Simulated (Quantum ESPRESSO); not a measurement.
# FeSi2 (Linzhiite) (P4/mmm) in Quantum ESPRESSO: convergence with density cutoff

Aim: find how far density cutoff must go before the results for FeSi2 (Linzhiite) settle, at PBEsol. This setting moves, with any that are tied to it; all else stays.

All numbers are computed with Quantum ESPRESSO 7.5; they aren't measurements. Logs are shortened: lines on timing, memory, paths and dates and some standing lists are left out, and cuts for length are marked.

## Step 1: The structure

Symmetry: P4/mmm, No. 123, tetragonal system. The conventional cell has a = 2.684 Å, b = 2.684 Å, c = 5.128 Å, α = 90.00°, β = 90.00°, γ = 90.00°. Fe (site symmetry 4/mmm) is surrounded by 8 Si at 2.35 Å and 4 Fe at 2.68 Å. Si (site symmetry 4mm) has 4 Fe at 2.35 Å and 5 Si at 2.36 to 2.68 Å as nearest neighbours.

## Step 2: With density cutoff 224 Ry

Contents of pw.in:

```
&CONTROL
  calculation = 'scf'
  prefix = 'pwscf'
  outdir = './tmp'
  pseudo_dir = './pseudo'
  tprnfor = .true.
  tstress = .true.
  disk_io = 'nowf'
/
&SYSTEM
  ibrav = 0
  nat = 3
  ntyp = 2
  ecutwfc = 56
  ecutrho = 224
  nbnd = 22
  occupations = 'smearing'
  smearing = 'gaussian'
  degauss = 0.00999582
  nspin = 2
  starting_magnetization(1) = 0.1875
  starting_magnetization(2) = 0
/
&ELECTRONS
  conv_thr = 6d-10
  electron_maxstep = 120
  mixing_beta = 0.3
/
ATOMIC_SPECIES
Fe    55.8450 fe_pbesol_v1.5.uspp.F.UPF
Si    28.0850 si_pbesol_v1.uspp.F.UPF
CELL_PARAMETERS angstrom
   2.6840000000    0.0000000000    0.0000000000
   0.0000000000    2.6840000000    0.0000000000
   0.0000000000    0.0000000000    5.1280000000
ATOMIC_POSITIONS crystal
Fe     0.0000000000    0.0000000000    0.0000000000
Si     0.5000000000    0.5000000000    0.7300000000
Si     0.5000000000    0.5000000000    0.2700000000
K_POINTS automatic
10 10 5 0 0 0
```

Potentials or basis: GBRV 1.5 PBEsol.

Run with:

```
$ OMP_NUM_THREADS=1 pw.x -in pw.in > pw.out
```

pw.out:

```text
This program is part of the open-source Quantum ESPRESSO suite
     for quantum simulation of materials; please cite
         "P. Giannozzi et al., J. Phys.:Condens. Matter 21 395502 (2009);
         "P. Giannozzi et al., J. Phys.:Condens. Matter 29 465901 (2017);
         "P. Giannozzi et al., J. Chem. Phys. 152 154105 (2020);
     in publications or presentations arising from this work. More details at

     Message from routine setup:
     using ibrav=0 with symmetry is DISCOURAGED, use correct ibrav instead

     G-vector sticks info
     --------------------
     sticks:   dense  smooth     PW     G-vecs:    dense   smooth      PW
     Sum         457     457    145                14039    14039    2481

     Using Slab Decomposition

     bravais-lattice index     =            0
     lattice parameter (alat)  =       5.0720  a.u.
     unit-cell volume          =     249.2927 (a.u.)^3
     number of atoms/cell      =            3
     number of atomic types    =            2
     number of electrons       =        24.00
     number of Kohn-Sham states=           22
     kinetic-energy cutoff     =      56.0000  Ry
     charge density cutoff     =     224.0000  Ry
     scf convergence threshold =      6.0E-10
     mixing beta               =       0.3000
     number of iterations used =            8  plain     mixing
     Exchange-correlation= SLA  PW   PSX  PSC
                           (   1   4  10   8   0   0   0)

     celldm(1)=   5.072025  celldm(2)=   0.000000  celldm(3)=   0.000000
     celldm(4)=   0.000000  celldm(5)=   0.000000  celldm(6)=   0.000000

     crystal axes: (cart. coord. in units of alat)
               a(1) = (   1.000000   0.000000   0.000000 )
               a(2) = (   0.000000   1.000000   0.000000 )
               a(3) = (   0.000000   0.000000   1.910581 )

     reciprocal axes: (cart. coord. in units 2 pi/alat)
               b(1) = (  1.000000  0.000000  0.000000 )
               b(2) = (  0.000000  1.000000  0.000000 )
               b(3) = (  0.000000  0.000000  0.523401 )

     PseudoPot. # 1 for Fe read from file:
     fe_pbesol_v1.5.uspp.F.UPF
     Pseudo is Ultrasoft + core correction, Zval = 16.0
     Generated by new atomic code, or converted to UPF format
     Using radial grid of  861 points,  6 beta functions with:
                l(1) =   0
                l(2) =   0
                l(3) =   1
                l(4) =   1
                l(5) =   2
                l(6) =   2
     Q(r) pseudized with  8 coefficients,  rinner =    1.000   1.000   1.000
                                                       1.000   1.000

     PseudoPot. # 2 for Si read from file:
     si_pbesol_v1.uspp.F.UPF
     Pseudo is Ultrasoft + core correction, Zval =  4.0
     Generated by new atomic code, or converted to UPF format
     Using radial grid of  899 points,  6 beta functions with:
                l(1) =   0
                l(2) =   0
                l(3) =   1
                l(4) =   1
                l(5) =   2
                l(6) =   2
     Q(r) pseudized with  8 coefficients,  rinner =    0.900   0.900   0.900
                                                       0.900   0.900

     atomic species   valence    mass     pseudopotential
     Fe               16.00    55.84500     Fe( 1.00)
     Si                4.00    28.08500     Si( 1.00)

     Starting magnetic structure
     atomic species   magnetization
     Fe              0.188
     Si              0.000

     16 Sym. Ops., with inversion, found

   Cartesian axes

     site n.     atom                  positions (alat units)
         1        Fe     tau(   1) = (   0.0000000   0.0000000   0.0000000  )
         2        Si     tau(   2) = (   0.5000000   0.5000000   1.3947243  )
         3        Si     tau(   3) = (   0.5000000   0.5000000   0.5158569  )

     number of k points=    63  Gaussian smearing, width (Ry)=  0.0100
                       cart. coord. in units 2pi/alat
        k(    1) = (   0.0000000   0.0000000   0.0000000), wk =   0.0020000
        k(    2) = (   0.0000000   0.0000000   0.1046802), wk =   0.0040000
        k(    3) = (   0.0000000   0.0000000   0.2093604), wk =   0.0040000
        k(    4) = (   0.0000000   0.1000000   0.0000000), wk =   0.0080000
        k(    5) = (   0.0000000   0.1000000   0.1046802), wk =   0.0160000
        k(    6) = (   0.0000000   0.1000000   0.2093604), wk =   0.0160000
[... 55 lines left out ...]
        k(   62) = (  -0.5000000  -0.5000000   0.1046802), wk =   0.0040000
        k(   63) = (  -0.5000000  -0.5000000   0.2093604), wk =   0.0040000

     Dense  grid:    14039 G-vectors     FFT dimensions: (  25,  25,  48)

     Check: negative core charge=   -0.000011
     Generating pointlists ...
     new r_m :   0.3611 (alat units)  1.8313 (a.u.) for type    1
     new r_m :   0.3611 (alat units)  1.8313 (a.u.) for type    2

     Initial potential from superposition of free atoms

     starting charge      22.9987, renormalised to      24.0000
     Starting wfcs are   21 randomized atomic wfcs +    1 random wfcs

     Self-consistent Calculation

     iteration #  1     ecut=    56.00 Ry     beta= 0.30
     Davidson diagonalization with overlap
     ethr =  1.00E-02,  avg # of iterations =  5.5

     total energy              =    -269.25554761 Ry
     estimated scf accuracy    <       0.74362087 Ry

     total magnetization       =     1.27 Bohr mag/cell
     absolute magnetization    =     1.72 Bohr mag/cell

     iteration #  2     ecut=    56.00 Ry     beta= 0.30
     Davidson diagonalization with overlap
     ethr =  3.10E-03,  avg # of iterations =  2.1

     total energy              =    -269.28305626 Ry
     estimated scf accuracy    <       0.84706831 Ry

     total magnetization       =     0.89 Bohr mag/cell
     absolute magnetization    =     1.25 Bohr mag/cell

     iteration #  3     ecut=    56.00 Ry     beta= 0.30
     Davidson diagonalization with overlap
     ethr =  3.10E-03,  avg # of iterations =  1.0

     total energy              =    -269.38437685 Ry
     estimated scf accuracy    <       0.14954155 Ry

     total magnetization       =     1.06 Bohr mag/cell
     absolute magnetization    =     1.53 Bohr mag/cell
[... 115 lines left out ...]
     total energy              =    -269.42745102 Ry
     estimated scf accuracy    <       0.00000001 Ry

     total magnetization       =     0.00 Bohr mag/cell
     absolute magnetization    =     0.00 Bohr mag/cell

     iteration # 16     ecut=    56.00 Ry     beta= 0.30
     Davidson diagonalization with overlap
     ethr =  4.65E-11,  avg # of iterations =  3.3

     total energy              =    -269.42745121 Ry
     estimated scf accuracy    <          2.1E-09 Ry

     total magnetization       =     0.00 Bohr mag/cell
     absolute magnetization    =     0.00 Bohr mag/cell

     iteration # 17     ecut=    56.00 Ry     beta= 0.30
     Davidson diagonalization with overlap
     ethr =  8.72E-12,  avg # of iterations =  3.5

     Magnetic moment per site  (integrated on atomic sphere of radius R)
     atom   1 (R=0.361)  charge= 14.4379  magn= -0.0006
     atom   2 (R=0.361)  charge=  1.8436  magn=  0.0000
     atom   3 (R=0.361)  charge=  1.8436  magn=  0.0000

     End of self-consistent calculation

     Number of k-points >= 100: set verbosity='high' to print the bands.

     the Fermi energy is    14.1320 ev

!    total energy              =    -269.42745129 Ry
     estimated scf accuracy    <          4.5E-10 Ry
     smearing contrib. (-TS)   =      -0.00083424 Ry
     internal energy E=F+TS    =    -269.42661705 Ry

     The total energy is F=E-TS. E is the sum of the following terms:
     one-electron contribution =    -211.06098745 Ry
     hartree contribution      =     118.22147388 Ry
     xc contribution           =     -37.81400399 Ry
     ewald contribution        =    -138.77309949 Ry

     total magnetization       =    -0.00 Bohr mag/cell
     absolute magnetization    =     0.00 Bohr mag/cell

     convergence has been achieved in  17 iterations

     Forces acting on atoms (cartesian axes, Ry/au):

     atom    1 type  1   force =     0.00000000    0.00000000    0.00000000
     atom    2 type  2   force =     0.00000000    0.00000000   -0.00995757
     atom    3 type  2   force =     0.00000000    0.00000000    0.00995757

     Total force =     0.014082     Total SCF correction =     0.000008

     Computing stress (Cartesian axis) and pressure

          total   stress  (Ry/bohr**3)                   (kbar)     P=      -16.50
  -0.00007323   0.00000000   0.00000000          -10.77        0.00        0.00
   0.00000000  -0.00007323   0.00000000            0.00      -10.77        0.00
   0.00000000   0.00000000  -0.00019000            0.00        0.00      -27.95

=------------------------------------------------------------------------------=
   JOB DONE.
=------------------------------------------------------------------------------=
```

Wall time 2.9 min (1 thread of Arm Neoverse N1, shared host); peak memory 0.16 GiB.

What came out:

* Free energy: -3665.7472 eV
* Pressure: -1.6 GPa
* Largest force: 0.256 eV/Å
* Band gap on the k mesh: none (metal or under the smearing width)
* Net moment: 0.00 μB per cell
* Absolute moment: 0.00 μB per cell
* Valence electrons inside the program's atomic spheres: Fe 14.44; Si 1.84

## Step 3: With density cutoff 280 Ry

pw.in, as its differences from that of step 2:

```diff
@@ -14,3 +14,3 @@
   ecutwfc = 56
-  ecutrho = 224
+  ecutrho = 280
   nbnd = 22
```

Potentials or basis: GBRV 1.5 PBEsol.

Run with:

```
$ OMP_NUM_THREADS=1 pw.x -in pw.in > pw.out
```

Run time: 3 min. Hardware: 1 thread of Arm Neoverse N1, shared host; peak memory 0.18 GiB.

What came out:

```yaml
Free_energy: -3665.7478 eV
Pressure: -1.7 GPa
Largest_force: 0.256 eV/Å
Band_gap_on_the_k_mesh: none (metal or under the smearing width)
Net_moment: 0.00 μB per cell
Absolute_moment: 0.00 μB per cell
Valence_electrons_inside_the_program's_atomic_spheres: Fe 14.44; Si 1.84
```

## Step 4: With density cutoff 336 Ry

pw.in, as its differences from that of step 3:

```diff
@@ -14,3 +14,3 @@
   ecutwfc = 56
-  ecutrho = 280
+  ecutrho = 336
   nbnd = 22
```

Run with:

```
$ OMP_NUM_THREADS=1 pw.x -in pw.in > pw.out
```

Run time: 3.2 min. Hardware: 1 thread of Arm Neoverse N1, shared host; peak memory 0.2 GiB.

Results:

* Free energy: -3665.7474 eV
* Pressure: -1.6 GPa
* Largest force: 0.256 eV/Å
* Band gap on the k mesh: none (metal or under the smearing width)
* Net moment: 0.00 μB per cell
* Absolute moment: 0.00 μB per cell
* Valence electrons inside the program's atomic spheres: Fe 14.44; Si 1.84

## Step 5: With density cutoff 392 Ry

pw.in, as its differences from that of step 4:

```diff
@@ -14,3 +14,3 @@
   ecutwfc = 56
-  ecutrho = 336
+  ecutrho = 392
   nbnd = 22
```

Run with:

```
$ OMP_NUM_THREADS=1 pw.x -in pw.in > pw.out
```

It took 3.2 min on 1 thread of Arm Neoverse N1, shared host; peak memory 0.23 GiB.

What came out:

```
Free energy                                           : -3665.7473 eV
Pressure                                              : -1.7 GPa
Largest force                                         : 0.256 eV/Å
Band gap on the k mesh                                : none (metal or under the smearing width)
Net moment                                            : 0.00 μB per cell
Absolute moment                                       : 0.00 μB per cell
Valence electrons inside the program's atomic spheres : Fe 14.44; Si 1.84
```

## Step 6: With density cutoff 448 Ry

pw.in, as its differences from that of step 5:

```diff
@@ -14,3 +14,3 @@
   ecutwfc = 56
-  ecutrho = 392
+  ecutrho = 448
   nbnd = 22
```

Potentials or basis: GBRV 1.5 PBEsol.

Run with:

```
$ OMP_NUM_THREADS=1 pw.x -in pw.in > pw.out
```

Run time: 3.3 min. Hardware: 1 thread of Arm Neoverse N1, shared host; peak memory 0.25 GiB.

Results (log left out):

* Free energy: -3665.7473 eV
* Pressure: -1.7 GPa
* Largest force: 0.256 eV/Å
* Band gap on the k mesh: none (metal or under the smearing width)
* Net moment: 0.00 μB per cell
* Absolute moment: 0.00 μB per cell
* Valence electrons inside the program's atomic spheres: Fe 14.44; Si 1.84

## Step 7: With density cutoff 560 Ry

pw.in, as its differences from that of step 6:

```diff
@@ -14,3 +14,3 @@
   ecutwfc = 56
-  ecutrho = 448
+  ecutrho = 560
   nbnd = 22
```

Run with:

```
$ OMP_NUM_THREADS=1 pw.x -in pw.in > pw.out
```

Run time: 3.4 min. Hardware: 1 thread of Arm Neoverse N1, shared host; peak memory 0.3 GiB.

It converged, with:

| Quantity | Value |
| --- | --- |
| Free energy | -3665.7473 eV |
| Pressure | -1.7 GPa |
| Largest force | 0.256 eV/Å |
| Band gap on the k mesh | none (metal or under the smearing width) |
| Net moment | 0.00 μB per cell |
| Absolute moment | 0.00 μB per cell |
| Valence electrons inside the program's atomic spheres | Fe 14.44; Si 1.84 |

## Step 8: With density cutoff 672 Ry

pw.in, as its differences from that of step 7:

```diff
@@ -14,3 +14,3 @@
   ecutwfc = 56
-  ecutrho = 560
+  ecutrho = 672
   nbnd = 22
```

Run with:

```
$ OMP_NUM_THREADS=1 pw.x -in pw.in > pw.out
```

It took 3.5 min on 1 thread of Arm Neoverse N1, shared host; peak memory 0.37 GiB.

The run converged. Its results:

* Free energy: -3665.7475 eV
* Pressure: -1.6 GPa
* Largest force: 0.256 eV/Å
* Band gap on the k mesh: none (metal or under the smearing width)
* Net moment: 0.00 μB per cell
* Absolute moment: 0.00 μB per cell
* Valence electrons inside the program's atomic spheres: Fe 14.44; Si 1.84

## Step 9: With density cutoff 896 Ry

pw.in, as its differences from that of step 8:

```diff
@@ -14,3 +14,3 @@
   ecutwfc = 56
-  ecutrho = 672
+  ecutrho = 896
   nbnd = 22
```

Potentials or basis: GBRV 1.5 PBEsol.

Run with:

```
$ OMP_NUM_THREADS=1 pw.x -in pw.in > pw.out
```

It took 4.1 min on 1 thread of Arm Neoverse N1, shared host; peak memory 0.51 GiB.

Results (log left out):

```yaml
Free_energy: -3665.7473 eV
Pressure: -1.7 GPa
Largest_force: 0.256 eV/Å
Band_gap_on_the_k_mesh: none (metal or under the smearing width)
Net_moment: 0.00 μB per cell
Absolute_moment: 0.00 μB per cell
Valence_electrons_inside_the_program's_atomic_spheres: Fe 14.44; Si 1.84
```

## Step 10: Summary

```
density cutoff  energy less the tightest run, at zero smearing (meV/atom)  SCF cycles  CPU time (s)  peak memory (GiB)
        224 Ry                                                       0.03          17           170               0.16
        280 Ry                                                      -0.17          17           180               0.18
        336 Ry                                                      -0.02          17           190                0.2
        392 Ry                                                       0.00          17           190               0.23
        448 Ry                                                       0.01          17           200               0.25
        560 Ry                                                       0.01          17           210                0.3
        672 Ry                                                      -0.06          17           210               0.37
        896 Ry                                                       0.00          17           240               0.51
```

Against the tightest run, the energy stays within 1 meV/atom from 224 Ry on. The tightest run that finished is the yardstick and may itself not be fully converged.

Caveats: the starting moments collapsed, and a magnetic state may lie lower.
